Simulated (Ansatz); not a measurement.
Relaxed sheet of As:

```
CELL_PARAMETERS angstrom
3.57162 0.00000 0.00000
-1.78581 3.09312 0.00000
0.00000 0.00000 28.57424
ATOMIC_POSITIONS crystal
As 0.33333 0.66667 0.47555
As 0.66667 0.33333 0.52445
```

Computed with DFT PBE+D3(BJ), scalar-relativistic, plane waves, PAW in Ansatz 0.2.0. Cutoff 420 eV; k points 9×9×1 on the computed 2-atom cell (Γ-centred); Gaussian smearing, width 0.02 eV; no spin polarisation. The sheet is isolated along c (Coulomb cut-off).

Atoms relax at each strain; stress is positive in compression. Unstrained: gap 1.55 eV, thickness 1.398 Å.

Task: Which strain in the plane gives ΔE (meV/cell) = 7.9, σxx (N/m) = 1.19, σyy (N/m) = 0.18?

Result: Strain along x (y held) of -2 %. Stress that grows in proportion gives ΔE = ½σεA, with A = 11.05 Å² unstrained, so ε is about -1.9 %; positive stress means squeezing. The gap is then 1.28 eV.

An odd mesh misses points on the zone edge, so a gap read on it can be too wide.